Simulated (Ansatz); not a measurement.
**CoO: tests of the settings**

An exercise on one series of results from a longer session: the logs are not shown, and one member is left open.

Computed with Ansatz 0.2.0 (DFT PBEsol, scalar-relativistic, plane waves, PAW, unless a step's input says otherwise).

4 further runs of the same task are left out: 3 that didn't finish, 1 set aside as unsound or not needed. Runs told in other sessions of the task aren't counted.

## The starting structure

It takes space group I4/mmm (No. 139, tetragonal). The conventional cell has a = 3.016 Å, b = 3.016 Å, c = 4.214 Å, α = 90.00°, β = 90.00°, γ = 90.00°. Co (site symmetry 4/mmm) has 6 O at 2.11 to 2.13 Å in its first shell of neighbours. Around O (site symmetry 4/mmm) lie 6 Co at 2.11 to 2.13 Å.

Coordinates:

```xyz
2
Lattice="-1.5080 1.5080 2.1072 1.5080 -1.5080 2.1072 1.5080 1.5080 -2.1072" Properties=species:S:1:pos:R:3 pbc="T T T"
Co    0.0000    0.0000    0.0000
O     0.0000    0.0000    2.1072
```

The structure comes from the Crystallography Open Database; it is used as listed.

## The base run, which the others are set against

input.yaml reads:

```yaml
crystal:
  lattice:
    - [-1.5080001529, 1.5080001529, 2.1072499549]
    - [1.5080001529, -1.5080001529, 2.1072499549]
    - [1.5080001529, 1.5080001529, -2.1072499549]
  atoms:
    - { symbol: Co, position: [0.0, 0.0, 0.0], spin: 2.71 }
    - { symbol: O, position: [0.5, 0.5, 0.0], spin: 0.36 }
basis:
  ecutwfc: 420
kpoints:
  mp_grid: { grid: [20, 20, 20] }
hamiltonian:
  xc: pbesol
scf:
  occupations: { method: gaussian, width: 0.1 }
output:
  forces: true
  stress: true
  eigenvalues: true
  populations: true
  write_density: true
  write_potential: true
  elf: true
  volumetric_format: npy
magnetization:
  spin_polarized: true
```

It was run beforehand and gave: -2826.1262 eV/atom at zero smearing, pressure -9.11 GPa, largest force 0.000 eV/Å, no gap on the mesh, site moments Co +2.49, O +0.34 μB, in 13 SCF cycles and 1.7 min.

The first run:

input.yaml reads:

```yaml
crystal:
  lattice:
    - [-1.5080001529, 1.5080001529, 2.1072499549]
    - [1.5080001529, -1.5080001529, 2.1072499549]
    - [1.5080001529, 1.5080001529, -2.1072499549]
  atoms:
    - { symbol: Co, position: [0.0, 0.0, 0.0], spin: 2.74 }
    - { symbol: O, position: [0.5, 0.5, 0.0], spin: 0.38 }
basis:
  ecutwfc: 420
kpoints:
  mp_grid: { grid: [1, 1, 1] }
hamiltonian:
  xc: pbesol
scf:
  occupations: { method: gaussian, width: 0.1 }
output:
  forces: true
  stress: true
  eigenvalues: true
  populations: true
magnetization:
  spin_polarized: true
```

Command:

```sh
ansatz run input.yaml --threads 1 --pin off --max-ram 2560MiB --backend cpu --events-out ev --progress --plain --runs-dir out
```

Steps of the session up to this table: K-point mesh: 1×1×1; K-point mesh: 4×4×4; K-point mesh: 6×6×6; K-point mesh: 8×8×8; K-point mesh set to 10×10×10; K-point mesh: 12×12×12; K-point mesh: 14×14×14; K-point mesh set to 16×16×16; K-point mesh: 22×22×22; K-point mesh: 24×24×24; K-point mesh set to 32×32×32.

One table of the session follows, with a row left open; its other results are not shown here.

| mesh | ΔE (meV/atom) | cell moment (μB) |
| --- | --- | --- |
| 1×1×1 | 4040 | 3.00 |
| 4×4×4 | -0.16 | 2.41 |
| 6×6×6 | ? | ? |
| 8×8×8 | -0.24 | 2.91 |
| 10×10×10 | -0.44 | 2.94 |
| 12×12×12 | -0.15 | 2.96 |
| 14×14×14 | -0.10 | 2.96 |
| 16×16×16 | 0.00 | 2.96 |
| 20×20×20 | 0.02 | 2.96 |
| 22×22×22 | 0.01 | 2.96 |
| 24×24×24 | 0.00 | 2.96 |
| 32×32×32 | 0.00 | 2.96 |

**Question.** Estimate the row for 6×6×6.

**Answer.** ΔE (meV/atom): -2.96; cell moment (μB): 2.82. In the column «ΔE (meV/atom)» it is the lowest.

Caveats from the session: The error changes sign along the series, since a k mesh isn't variational, and a metal needs dense meshes to resolve its Fermi surface. Without a U such compounds often come out metallic though many are antiferromagnetic insulators. Warnings in the runs' records: stability check not made.
